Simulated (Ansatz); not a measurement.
# Cr (Cmcm) in Ansatz: equation of state

How stiff is Cr in PBE, and what volume does it want? The cell is scaled to several volumes.

Everything below comes from runs of Ansatz 0.2.0. Logs are shortened: lines on timing, memory, paths and dates and some standing lists are left out, and cuts for length are marked.

**1. The crystal as given**

It takes space group Cmcm (No. 63, orthorhombic). The conventional cell has a = 2.294 Å, b = 4.934 Å, c = 4.064 Å, α = 90.00°, β = 90.00°, γ = 90.00°. Cr (site symmetry m2m) has 8 Cr at 2.29 to 2.62 Å as nearest neighbours.

This isn't the form of Cr at room conditions, which is bcc.

**2. Single point, PBE, collinear spin, ferromagnetic start, 10.81 Å³/atom (volume scaled by 0.94)**

input.yaml

```yaml
crystal:
  lattice:
    - [1.1236347407, -2.4166635374, 0.0]
    - [1.1236347407, 2.4166635374, 0.0]
    - [0.0, 0.0, 3.9813423424]
  atoms:
    - { symbol: Cr, position: [0.87053258, 0.12946742, 0.75], spin: 3.0 }
    - { symbol: Cr, position: [0.12946742, 0.87053258, 0.25], spin: 3.0 }
hamiltonian:
  xc: pbe
  pseudopotentials: { kind: paw }
magnetization:
  spin_polarized: true
kpoints:
  mp_grid: { grid: [13, 13, 7] }
scf:
  occupations: { method: fermi_dirac, width: 0.05 }
output:
  forces: true
  stress: true
  eigenvalues: true
  write_density: true
  write_potential: true
  elf: true
  volumetric_format: npy
```

Potentials or basis: Ansatz PAW.

Started as:

```sh
$ ansatz run input.yaml --threads 2 --pin off --max-ram 5120MiB --backend cpu --events-out ev --progress --plain --runs-dir out
```

The log of the run:

```text
Warning: RAYON_NUM_THREADS=2 ignored (pool sized by the plan → 2); use --threads N
Engine: ansatz 0.2.0, x86_64-unknown-linux-gnu
Pseudopotentials: kind: paw
Pseudopotential: Cr, paw, valence charge 14, recommended cutoff 420 eV (normal), Cr.paw.azcp
Functional definition: PBE
  parameter kappa = 0.804
  parameter beta = 0.06672455060314922
  exchange = pbe_x(kappa = kappa, mu = beta*pi^2/3)
  correlation = pbe_c(beta = beta)
Crystal: 2 atoms, lattice volume = 21.622 Å³
Basis set: ecut = 420 eV, 411 PW (Γ), exchange–correlation on 36×36×54 points (8 copies of the dense FFT grid, shifted against one another)
Bands: 21, of which v1, the nominal top of the filled ones, is band 14 counted from 1 (13 counted from 0)
Symmetry: 8 space group operations
Space group: Cmcm (ITA 63), of the structure as read, at distance tolerance 2.8e-5 Å
Magnetic group: BNS 63.457 (UNI 555), of the structure as read, at distance tolerance 2.8e-5 Å
k-points: 196 of 1183
Non-local potential: Cr, projectors of the file, l = 0: 3, l = 1: 2, l = 2: 3, l = 3: 1
PAW form: soft (Blöchl's): semilocal exchange-correlation on the pseudo side does not see the compensation charge
PAW one-centre angular grid: Cr, 590 points (default); XC on 64 Gauss nodes
Initial density: superposition of atomic densities (chi_scale 0.1, normalization cell)
Starting moments: Σ|m| = 6 μB on 2 of 2 sites
Initial wavefunctions: pseudopotential atomic-orbital guess
Functional: x = pbe(κ = 0.804, μ = 0.2195149727645171), c = pbe(β = 0.06672455060314922)
SCF iter   1: F=—  HF=-6760.886444 eV  |F-HF|=—  |Δ(HF+E_count)|=         —  Δρ=3.26e-1 (↑3.26e-1 ↓1.47e-1)  dr2=9.06e0  dr2_m=1.01e1  M=0.736 μB ∫|m|=0.736 μB  β_m=0.30  ethr=3.10e-3  ⟨swp⟩=3.5  Hψ=28680  notcnv=0
Mixer restart at iter 1: flushing history
preconditioner: auto → none  [metal: Δε(μ)=0.001 eV  Ē_g=7.479 eV  σ=0.050 eV  W_gap=0.01  n_scr=4 (ndim 8)  ℏωp=27.7 eV  f_vac=0.000  D(μ)=1.55/eV (n_scr^D=22)  sad-step TF]
SCF iter   2: F=—  HF=-6756.486386 eV  |F-HF|=—  |Δ(HF+E_count)|=    4.40e0  Δρ=2.10e-1 (↑2.10e-1 ↓1.16e-1)  dr2=2.93e0  dr2_m=4.90e0  M=0.707 μB ∫|m|=0.707 μB  β_m=0.58  ethr=3.10e-3  ⟨swp⟩=2.2  Hψ=17887  notcnv=0  defer=413
SCF iter   3: F=—  HF=-6754.687851 eV  |F-HF|=—  |Δ(HF+E_count)|=    1.80e0  Δρ=4.99e-2 (↑4.99e-2 ↓2.48e-2)  dr2=2.16e-1  dr2_m=2.49e-1  M=0.300 μB ∫|m|=0.301 μB  β_m=0.61  ethr=3.10e-3  ⟨swp⟩=2.4  Hψ=14056  notcnv=0  defer=413
SCF iter   4: F=—  HF=-6754.656245 eV  |F-HF|=—  |Δ(HF+E_count)|=   3.16e-2  Δρ=1.07e-2 (↑2.88e-3 ↓1.07e-2)  dr2=1.87e-2  dr2_m=5.75e-3  M=0.085 μB ∫|m|=0.092 μB  β_m=0.78  ethr=7.71e-4  ⟨swp⟩=2.9  Hψ=18116  notcnv=0  defer=350
SCF iter   5: F=—  HF=-6754.666029 eV  |F-HF|=—  |Δ(HF+E_count)|=   9.78e-3  Δρ=1.93e-3 (↑1.04e-3 ↓1.93e-3)  dr2=6.69e-4  dr2_m=2.70e-4  M=0.026 μB ∫|m|=0.032 μB  β_m=0.89  ethr=6.68e-5  ⟨swp⟩=2.1  Hψ=13880  notcnv=0  defer=343
SCF iter   6: F=—  HF=-6754.666655 eV  |F-HF|=—  |Δ(HF+E_count)|=   6.26e-4  Δρ=8.31e-4 (↑6.35e-4 ↓8.31e-4)  dr2=9.48e-6  dr2_m=1.05e-4  M=0.010 μB ∫|m|=0.011 μB  β_m=0.95  ethr=2.39e-6  ⟨swp⟩=2.0  Hψ=10763  notcnv=0  defer=343
SCF iter   7: F=—  HF=-6754.666669 eV  |F-HF|=—  |Δ(HF+E_count)|=   1.47e-5  Δρ=3.10e-4 (↑3.10e-4 ↓2.31e-4)  dr2=1.57e-6  dr2_m=1.43e-5  M=0.004 μB ∫|m|=0.004 μB  β_m=0.97  ethr=3.39e-8  ⟨swp⟩=2.0  Hψ=13931  notcnv=0  defer=343
SCF iter   8: F=—  HF=-6754.666670 eV  |F-HF|=—  |Δ(HF+E_count)|=   8.53e-7  Δρ=2.28e-5 (↑2.28e-5 ↓1.99e-5)  dr2=3.40e-7  dr2_m=1.53e-8  M=0.000 μB ∫|m|=0.000 μB  β_m=0.85  ethr=5.62e-9  ⟨swp⟩=2.0  Hψ=13927  notcnv=0  defer=343
SCF iter   9: F=—  HF=-6754.666670 eV  |F-HF|=—  |Δ(HF+E_count)|=   1.35e-7  Δρ=8.39e-6 (↑6.37e-6 ↓8.39e-6)  dr2=8.01e-9  dr2_m=8.31e-9  M=-0.000 μB ∫|m|=0.000 μB  β_m=0.80  ethr=1.21e-9  ⟨swp⟩=2.2  Hψ=11540  notcnv=0  defer=343
SCF iter  10: F=—  HF=-6754.666670 eV  |F-HF|=—  |Δ(HF+E_count)|=   5.27e-9  Δρ=3.23e-6 (↑2.53e-6 ↓3.23e-6)  dr2=4.93e-10  dr2_m=1.52e-9  M=-0.000 μB ∫|m|=0.000 μB  β_m=0.90  ethr=2.86e-11  ⟨swp⟩=2.1  Hψ=12512  notcnv=0  defer=343
SCF iter  11: F=—  HF=-6754.666670 eV  |F-HF|=—  |Δ(HF+E_count)|=   1.65e-9  Δρ=3.08e-7 (↑1.75e-7 ↓3.08e-7)  dr2=1.14e-11  dr2_m=7.83e-12  M=-0.000 μB ∫|m|=0.000 μB  β_m=0.95  ethr=1.76e-12  ⟨swp⟩=2.0  Hψ=13393  notcnv=0  defer=343
SCF iter  12: F=-6754.666670 eV  HF=-6754.666670 eV  |F-HF|=1.82e-12  |Δ(HF+E_count)|=  1.82e-12  Δρ=9.67e-8 (↑9.67e-8 ↓7.89e-8)  dr2=4.14e-12  dr2_m=3.23e-13  M=0.000 μB ∫|m|=0.000 μB  ethr=1.00e-12  ⟨swp⟩=6.8  Hψ=34587  notcnv=0
SCF 1 converged in 12 iterations: F = -6754.666670 eV  dr2 = 4.14e-12
WARN: the starting moments were not kept: the SCF closed with an absolute magnetisation of 6.8e-7 μB, where they sum to 6 μB in size (2 sites). That is at most 0.1 of that sum. Measured as dr2_m measures the in/out step, that magnetisation stands 1.1e-13 eV from none, at or under the dr2_threshold of 1.0e-7 eV: it is no larger than a step whose dr2_m would equal this threshold. The system may hold no moment; this SCF shows only that its start led to no more than that. To try another start: raise the starting moments (crystal.atoms[].spin, magnetization.per_species, magnetization.initial_magnetization, or on a non-collinear deck that types none of these the spinor_matrix: blocks that start its atoms; where the total moment is fixed, keep their sum and leave initial_magnetization as it is; typed ones take the place of any that the run laid by itself, positive ones on a crystal's lanthanoids without a Hubbard term where scf.initial_density.shell_occupations: [] is typed) or, if the notice of its spin-set hold's release reads "site moments contracting" or "site moments show no strong build", lengthen the hold (scf.mixing.spin_hold: { on: { confirm: 4 } }; for m-r²SCAN on two components see the key's manual first). Each may lead to a state that holds a moment. A second SCF, from the converged charge density, with the starting moments and any scf.initial_density.shell_occupations laid on it anew, would have followed, and was not run: the deck does not ask for one (magnetization.retry_lost_moments is false, the default). To let it run, set magnetization.retry_lost_moments: true and run the deck again, where that key's refused combinations let it; where memory then withholds it, that run's warning says so.
SCF converged after 12 iterations
Magnetization: 0.0000 μB (14.0000 up, 14.0000 down)
Absolute magnetization: 0.0000 μB (∫|ρ↑−ρ↓|, with the PAW one-centre terms)
Spin contamination: 0.0000 ħ² per cell (⟨S²⟩ above its minimum at these occupations)
Per-site moments (μB) at R_I (Å): [(2.4520044246884718e-8, 0.9269986610775), (2.4520044218970952e-8, 0.9269986610775)]
Free energy (F): -6754.666670 eV
Harris-Foulkes:  -6754.666670 eV  (|F-HF|=1.82e-12)
Internal energy: -6754.644924 eV  (E = F + TS)
E sigma→0 (E₀):  -6754.655797 eV
Entropy (-TS):   -0.021746 eV (-10.873 meV/atom)
Fermi energy:    20.954398 eV
--- Per-component energies (eV) ---
  E_band       = -244.793384
  E_kinetic    = 693.215887
  E_local      = -2260.384630  (includes V_loc(G=0)·N_el)
  E_nonlocal   = 160.442784
  E_hartree    = 1002.481414
  E_xc         = -281.875693
  E_vxc        = -359.820816  (∫ρ·V_xc dr)
  E_paw        = -2392.436149  (= ΣΔE_a)
  E_vpaw       = -483.209992  (= ΣTr[D̂ρ^β])
  E_aug_tail   = 0.000685  (compensation charges beyond the density's cutoff)
  E_ewald      = -3676.089222
  E_smearing   = -0.021746  (= −TS)
  E_closure    = 0.000000  (closes the sum)
  Σ components = -6754.666670   (vs F -6754.666670, Δ=0.00e0)
--- Forces (eV/Å), atoms counted from 1 ---
  atom   1  Cr     0.00000000     0.22144316     0.00000000
  atom   2  Cr     0.00000000    -0.22144316     0.00000000
  max |Σ_I F_I| component: 0.00e0 eV/Å
--- Stress (GPa, compression-positive) ---
       27.225879       0.000000       0.000000
        0.000000      22.045547       0.000000
        0.000000       0.000000      30.032346
  P = ⅓ Tr σ = 26.4346 GPa (264.346 kbar)
--- Band table (eV; the first three rows and the last of 392) ---
  k-point 0 ↑: bands = ["-50.8415", "-50.5715", "-22.5998", "-21.9043", "-21.6040", "-21.4284", "-21.3151", "-21.3013", "12.9038", "16.2828", "18.6070", "18.8402", "19.9917", "21.1315", "22.0540", "22.0943", "22.1089", "22.8086", "22.9752", "23.7730", "31.5138"]
  k-point 1 ↑: bands = ["-50.8284", "-50.5851", "-22.5452", "-21.8922", "-21.6181", "-21.4864", "-21.3143", "-21.3019", "13.1371", "16.3005", "18.6032", "18.8321", "20.1779", "20.9378", "21.5267", "21.9052", "21.9545", "22.9835", "23.1211", "23.5513", "32.3893"]
  k-point 2 ↑: bands = ["-50.7914", "-50.6231", "-22.3914", "-21.8645", "-21.6570", "-21.6412", "-21.3124", "-21.3038", "13.7999", "16.2219", "18.6557", "18.8173", "20.3384", "20.4399", "20.7349", "21.6839", "21.7247", "22.9686", "23.2697", "23.3590", "34.4648"]
  k-point 195 ↓: bands = ["-50.6391", "-50.6278", "-22.5473", "-22.5328", "-21.6826", "-21.6517", "-21.3870", "-21.3479", "16.2931", "16.4052", "17.8343", "18.1825", "21.0250", "21.1545", "22.3575", "22.8740", "23.4314", "23.5625", "23.5694", "24.0059", "30.7860"]
```

Run time: 5.3 s. Hardware: 2 threads of Intel Xeon 6975P-C (Granite Rapids), shared host; peak memory 0.47 GiB.

Results:

```
Free energy            : -6754.6667 eV
Pressure               : 26.4 GPa
Largest force          : 0.221 eV/Å
Band gap on the k mesh : none (metal or under the smearing width)
Net moment             : 0.00 μB per cell
Absolute moment        : 0.00 μB per cell
```

Caveat: the starting moments collapsed, and a magnetic state may lie lower; the starting moments weren't kept.

**3. Single point, PBE, collinear spin, ferromagnetic start, 11.04 Å³/atom (volume scaled by 0.96)**

input.yaml: that of step 2 with these lines changed.

```diff
@@ -2,5 +2,5 @@
   lattice:
-    - [1.1236347407, -2.4166635374, 0.0]
-    - [1.1236347407, 2.4166635374, 0.0]
-    - [0.0, 0.0, 3.9813423424]
+    - [1.1315479221, -2.4336828554, 0.0]
+    - [1.1315479221, 2.4336828554, 0.0]
+    - [0.0, 0.0, 4.0093808883]
   atoms:
@@ -21,5 +21 @@
   eigenvalues: true
-  write_density: true
-  write_potential: true
-  elf: true
-  volumetric_format: npy
```

Potentials or basis: Ansatz PAW.

Started as:

```sh
$ ansatz run input.yaml --threads 2 --pin off --max-ram 5120MiB --backend cpu --events-out ev --progress --plain --runs-dir out
```

Run time: 5.1 s. Hardware: 2 threads of Intel Xeon 6975P-C (Granite Rapids), shared host; peak memory 0.46 GiB.

It converged, with:

* Free energy: -6754.7324 eV
* Pressure: 19.5 GPa
* Largest force: 0.208 eV/Å
* Band gap on the k mesh: none (metal or under the smearing width)
* Net moment: 0.00 μB per cell
* Absolute moment: 0.00 μB per cell

Caveat: the starting moments collapsed, and a magnetic state may lie lower; the starting moments weren't kept.

**4. Single point, PBE, collinear spin, ferromagnetic start, 11.27 Å³/atom (volume scaled by 0.98)**

input.yaml: that of step 3 with these lines changed.

```diff
@@ -2,5 +2,5 @@
   lattice:
-    - [1.1315479221, -2.4336828554, 0.0]
-    - [1.1315479221, 2.4336828554, 0.0]
-    - [0.0, 0.0, 4.0093808883]
+    - [1.1393519475, -2.4504674055, 0.0]
+    - [1.1393519475, 2.4504674055, 0.0]
+    - [0.0, 0.0, 4.0370326648]
   atoms:
```

Started as:

```sh
$ ansatz run input.yaml --threads 2 --pin off --max-ram 5120MiB --backend cpu --events-out ev --progress --plain --runs-dir out
```

It took 4.4 s on 2 threads of Intel Xeon 6975P-C (Granite Rapids), shared host; peak memory 0.46 GiB.

Results (log left out):

| Item | Value |
| --- | --- |
| Free energy | -6754.7793 eV |
| Pressure | 13.2 GPa |
| Largest force | 0.195 eV/Å |
| Band gap on the k mesh | none (metal or under the smearing width) |
| Net moment | 0.00 μB per cell |
| Absolute moment | 0.00 μB per cell |

Caveat: the starting moments collapsed, and a magnetic state may lie lower; the starting moments weren't kept.

**5. Single point, PBE, collinear spin, ferromagnetic start, 11.50 Å³/atom**

input.yaml: that of step 4 with these lines changed.

```diff
@@ -2,5 +2,5 @@
   lattice:
-    - [1.1393519475, -2.4504674055, 0.0]
-    - [1.1393519475, 2.4504674055, 0.0]
-    - [0.0, 0.0, 4.0370326648]
+    - [1.147050505, -2.46702512, 0.0]
+    - [1.147050505, 2.46702512, 0.0]
+    - [0.0, 0.0, 4.06431074]
   atoms:
```

Started as:

```sh
$ ansatz run input.yaml --threads 2 --pin off --max-ram 5120MiB --backend cpu --events-out ev --progress --plain --runs-dir out
```

Wall time 4.7 s (2 threads of Intel Xeon 6975P-C (Granite Rapids), shared host); peak memory 0.46 GiB.

The run converged. Its results:

- Free energy: -6754.8090 eV
- Pressure: 7.6 GPa
- Largest force: 0.182 eV/Å
- Band gap on the k mesh: none (metal or under the smearing width)
- Net moment: 0.00 μB per cell
- Absolute moment: 0.00 μB per cell

Caveat: the starting moments collapsed, and a magnetic state may lie lower; the starting moments weren't kept.

**6. Single point, PBE, collinear spin, ferromagnetic start, 11.73 Å³/atom (volume scaled by 1.02)**

input.yaml: that of step 5 with these lines changed.

```diff
@@ -2,5 +2,5 @@
   lattice:
-    - [1.147050505, -2.46702512, 0.0]
-    - [1.147050505, 2.46702512, 0.0]
-    - [0.0, 0.0, 4.06431074]
+    - [1.1546470873, -2.4833635108, 0.0]
+    - [1.1546470873, 2.4833635108, 0.0]
+    - [0.0, 0.0, 4.0912274896]
   atoms:
```

Potentials or basis: Ansatz PAW.

Started as:

```sh
$ ansatz run input.yaml --threads 2 --pin off --max-ram 5120MiB --backend cpu --events-out ev --progress --plain --runs-dir out
```

The log of the run:

```text
Warning: RAYON_NUM_THREADS=2 ignored (pool sized by the plan → 2); use --threads N
Engine: ansatz 0.2.0, x86_64-unknown-linux-gnu
Pseudopotentials: kind: paw
Pseudopotential: Cr, paw, valence charge 14, recommended cutoff 420 eV (normal), Cr.paw.azcp
Functional definition: PBE
  parameter kappa = 0.804
  parameter beta = 0.06672455060314922
  exchange = pbe_x(kappa = kappa, mu = beta*pi^2/3)
  correlation = pbe_c(beta = beta)
Crystal: 2 atoms, lattice volume = 23.462 Å³
Basis set: ecut = 420 eV, 467 PW (Γ), exchange–correlation on 40×40×60 points (8 copies of the dense FFT grid, shifted against one another)
[... 48 lines left out ...]
  E_paw        = -2390.836276  (= ΣΔE_a)
  E_vpaw       = -480.510889  (= ΣTr[D̂ρ^β])
  E_aug_tail   = 0.000736  (compensation charges beyond the density's cutoff)
  E_ewald      = -3577.354159
  E_smearing   = -0.023872  (= −TS)
  E_closure    = 0.000000  (closes the sum)
  Σ components = -6754.823294   (vs F -6754.823294, Δ=0.00e0)
--- Forces (eV/Å), atoms counted from 1 ---
  atom   1  Cr     0.00000000     0.16869541     0.00000000
  atom   2  Cr    -0.00000000    -0.16869541    -0.00000000
  max |Σ_I F_I| component: 0.00e0 eV/Å
--- Stress (GPa, compression-positive) ---
        2.303264       0.000000       0.000000
        0.000000      -0.485904       0.000000
        0.000000       0.000000       5.576791
  P = ⅓ Tr σ = 2.4647 GPa (24.647 kbar)
--- Band table (eV; the first three rows and the last of 392) ---
  k-point 0 ↑: bands = ["-52.6884", "-52.4919", "-24.3422", "-23.8261", "-23.5904", "-23.4341", "-23.3498", "-23.3391", "11.2918", "14.8090", "16.9466", "17.1686", "18.2233", "19.2503", "20.0002", "20.0729", "20.1081", "20.7455", "20.8937", "21.5898", "28.6360"]
  k-point 1 ↑: bands = ["-52.6788", "-52.5018", "-24.2997", "-23.8166", "-23.6013", "-23.4787", "-23.3493", "-23.3396", "11.5085", "14.7979", "16.9471", "17.1608", "18.3866", "19.0804", "19.4604", "19.9420", "19.9852", "20.8988", "21.0211", "21.3940", "29.4998"]
  k-point 2 ↑: bands = ["-52.6518", "-52.5293", "-24.1803", "-23.7942", "-23.6313", "-23.5984", "-23.3477", "-23.3410", "12.1285", "14.6280", "17.0054", "17.1461", "18.4025", "18.6393", "18.8817", "19.7463", "19.7823", "20.8774", "21.1498", "21.2290", "31.5473"]
  k-point 195 ↓: bands = ["-52.5429", "-52.5342", "-24.3086", "-24.2975", "-23.6379", "-23.6129", "-23.4050", "-23.3747", "14.7681", "14.8771", "16.2727", "16.5748", "19.0159", "19.1240", "20.3469", "20.8036", "21.2847", "21.4007", "21.4058", "21.7943", "27.9338"]
```

It took 6.9 s on 2 threads of Intel Xeon 6975P-C (Granite Rapids), shared host; peak memory 0.46 GiB.

What came out:

```
Free energy            : -6754.8233 eV
Pressure               : 2.5 GPa
Largest force          : 0.169 eV/Å
Band gap on the k mesh : none (metal or under the smearing width)
Net moment             : 0.00 μB per cell
Absolute moment        : 0.00 μB per cell
```

Caveat: the starting moments collapsed, and a magnetic state may lie lower; the starting moments weren't kept.

**7. Single point, PBE, collinear spin, ferromagnetic start, 11.96 Å³/atom (volume scaled by 1.04)**

input.yaml: that of step 6 with these lines changed.

```diff
@@ -2,5 +2,5 @@
   lattice:
-    - [1.1546470873, -2.4833635108, 0.0]
-    - [1.1546470873, 2.4833635108, 0.0]
-    - [0.0, 0.0, 4.0912274896]
+    - [1.1621450058, -2.4994896998, 0.0]
+    - [1.1621450058, 2.4994896998, 0.0]
+    - [0.0, 0.0, 4.1177946463]
   atoms:
```

Started as:

```sh
$ ansatz run input.yaml --threads 2 --pin off --max-ram 5120MiB --backend cpu --events-out ev --progress --plain --runs-dir out
```

It took 7.2 s on 2 threads of Intel Xeon 6975P-C (Granite Rapids), shared host; peak memory 0.46 GiB.

The run converged. Its results:

| Property | Result |
| --- | --- |
| Free energy | -6754.8236 eV |
| Pressure | -2.2 GPa |
| Largest force | 0.156 eV/Å |
| Band gap on the k mesh | none (metal or under the smearing width) |
| Net moment | 0.00 μB per cell |
| Absolute moment | 0.00 μB per cell |

Caveat: the starting moments collapsed, and a magnetic state may lie lower; the starting moments weren't kept.

**8. Single point, PBE, collinear spin, ferromagnetic start, 12.19 Å³/atom (volume scaled by 1.06)**

input.yaml: that of step 7 with these lines changed.

```diff
@@ -2,5 +2,5 @@
   lattice:
-    - [1.1621450058, -2.4994896998, 0.0]
-    - [1.1621450058, 2.4994896998, 0.0]
-    - [0.0, 0.0, 4.1177946463]
+    - [1.1695474029, -2.5154104456, 0.0]
+    - [1.1695474029, 2.5154104456, 0.0]
+    - [0.0, 0.0, 4.1440233448]
   atoms:
@@ -21 +21,5 @@
   eigenvalues: true
+  write_density: true
+  write_potential: true
+  elf: true
+  volumetric_format: npy
```

Started as:

```sh
$ ansatz run input.yaml --threads 2 --pin off --max-ram 5120MiB --backend cpu --events-out ev --progress --plain --runs-dir out
```

Run time: 8.5 s. Hardware: 2 threads of Intel Xeon 6975P-C (Granite Rapids), shared host; peak memory 0.47 GiB.

The run converged. Its results:

```yaml
Free_energy: -6754.8113 eV
Pressure: -6.3 GPa
Largest_force: 0.144 eV/Å
Band_gap_on_the_k_mesh: none (metal or under the smearing width)
Net_moment: 0.00 μB per cell
Absolute_moment: 0.00 μB per cell
```

Caveat: the starting moments collapsed, and a magnetic state may lie lower; the starting moments weren't kept.

**9. Equation of state, PBE, collinear spin, ferromagnetic start**

Potentials or basis: Ansatz PAW.

This step only gathers the single runs of the series.

Results:

```yaml
Equilibrium_volume: 11.85 Å³/atom
Bulk_modulus_at_fixed_shape_and_positions: 238 GPa
Pressure_derivative_of_the_bulk_modulus: 4.2
```

Energy against volume, from the lowest point:
| volume (Å³/atom) | energy (meV/atom) |
| --- | --- |
| 10.811 | 78.47 |
| 11.041 | 45.59 |
| 11.271 | 22.17 |
| 11.501 | 7.30 |
| 11.731 | 0.16 |
| 11.961 | 0.00 |
| 12.191 | 6.15 |

Caveat: the cell was scaled at fixed shape and fractional positions, which overstates the stiffness of a crystal with free parameters, most of all of layers and chains.
